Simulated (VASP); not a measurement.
# GaN in VASP: how settings move the r2SCAN single point

The r2SCAN single point of zincblende GaN, under -3.0 % equal strain in all directions is repeated with altered inputs. Which of them can be trusted?

Program: VASP 6.6.1. PAW datasets, plane waves. (Simulation; spin polarisation is off.)

## Step 1: The structure to begin with

The cell comes from an earlier relaxation with r2SCAN in another program.

It is cubic, F-43m (No. 216); conventional cell a = 4.363 Å, 10.38 Å³ an atom. Ga has 4 N at 1.89 Å; N has 4 Ga at 1.89 Å.

Coordinates:

```cif
data_structure
_symmetry_space_group_name_H-M 'P 1'
_symmetry_Int_Tables_number 1
_cell_length_a 3.0851
_cell_length_b 3.0851
_cell_length_c 3.0851
_cell_angle_alpha 60.000
_cell_angle_beta 60.000
_cell_angle_gamma 60.000
_cell_volume 20.76
loop_
_atom_site_label
_atom_site_type_symbol
_atom_site_fract_x
_atom_site_fract_y
_atom_site_fract_z
_atom_site_occupancy
Ga1 Ga 0.00000 0.00000 0.00000 1
N1 N 0.25000 0.25000 0.25000 1
```

## Step 2: Reference

The input, INCAR:

```
ENCUT = 520.000000
SIGMA = 0.010000
EDIFF = 1.00e-07
ALGO = Normal
METAGGA = R2SCAN
PREC = Accurate
IBRION = -1
ISIF = 2
ISMEAR = 0
NBANDS = 16
NELM = 120
NSW = 0
LASPH = .TRUE.
LCHARG = .FALSE.
LWAVE = .FALSE.
LREAL = .FALSE.
```

The input, KPOINTS:

```
KPOINTS created by Atomic Simulation Environment
0
Gamma
10 10 10
0 0 0
```

The input, POSCAR:

```
Ga N
 1.0000000000000000
     0.0000000000000000    2.1814839649000000    2.1814839649000000
     2.1814839649000000    0.0000000000000000    2.1814839649000000
     2.1814839649000000    2.1814839649000000    0.0000000000000000
 Ga  N
   1   1
Cartesian
  0.0000000000000000  0.0000000000000000  0.0000000000000000
  1.0907419824500000  1.0907419824500000  1.0907419824500000
```

A file KPOINTS_OPT adds named points for the levels; it doesn't enter the self-consistent loop.

Potentials: the recommended PBE PAW datasets, 18 valence electrons.

The run is started by

```sh
$ mpirun -np 1 vasp_std
```

## Step 3: Variant 1

Edit INCAR of step 2 so:

```diff
@@ -5,3 +5,2 @@
 METAGGA = R2SCAN
-PREC = Accurate
 IBRION = -1
@@ -10,3 +9,2 @@
 NBANDS = 16
-NELM = 120
 NSW = 0
@@ -16 +14,3 @@
 LREAL = .FALSE.
+PREC = High
+NELM = 56
```

The input, KPOINTS:

```
KPOINTS created by Atomic Simulation Environment
0
Monkhorst-Pack
10 10 10
0 0 0
```

POSCAR is that of step 2.

## Step 4: Variant 2

Edit INCAR of step 2 so:

```diff
@@ -10,3 +10,2 @@
 NBANDS = 16
-NELM = 120
 NSW = 0
@@ -16 +15,6 @@
 LREAL = .FALSE.
+NELM = 85
+LDAU = .TRUE.
+LDAUTYPE = 2
+LDAUL = 2 2 2
+LDAUU = 4 4 4
```

KPOINTS is that of step 2.

POSCAR is that of step 2.

**Question.** What will these runs give? Wanted: for each run, changed; ending; energy change; pressure; electronic steps; usable.

**Answer**, as computed:

| run | changed | ending | energy change (meV/atom) | pressure (GPa) | gap on the mesh (eV; negative: overlap) | electronic steps | time | usable |
| --- | --- | --- | --- | --- | --- | --- | --- | --- |
| ref. | – | converged | 0 | 23.3 | 2.77 | 15 | 39 s | yes |
| 1 | PREC = High, NELM = 56, shifted mesh | converged | 0.4 | 23.5 | 3.05 | 15 | 75 s | yes |
| 2 | LDAU = .TRUE., LDAUTYPE = 2, LDAUL = 2 2 2, LDAUU = 4 4 4 | converged | – | 8.1 | 3.19 | 15 | 38 s | no |

Of 2 altered inputs, 1 ended normally on a faulty or unsound input, 1 gave usable results. «PREC = High, NELM = 56, shifted mesh» moves the energy by 0.4 meV/atom.
